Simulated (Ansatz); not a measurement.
Sn:

```
Sn
1.0
     0.00000    3.23334    3.23334
     3.23334    0.00000    3.23334
     3.23334    3.23334    0.00000
Sn
2
Direct
  0.75000 0.75000 0.75000
  0.50000 0.50000 0.50000
```

This isn't the form of Sn at room conditions, which is tetragonal (white tin).

Base run:

- Program: Ansatz 0.2.0
- Functional: PBE
- Potentials or basis: all-electron LAPW, scalar-relativistic
- Cutoff: 257 eV (chosen from the basis error)
- Basis error allowed: 0.001 eV/atom
- k mesh: 7 × 7 × 7
- Occupations: gaussian, width 0.022 eV
- Spin: no spin polarisation

Its results: pressure 3.8 GPa.

The run is repeated on the same cell with these changes: functional from PBE to revPBE; occupations from gaussian, width 0.022 eV to fermi-dirac, width 0.05 eV. What comes out?

Pressure 4.8 GPa.
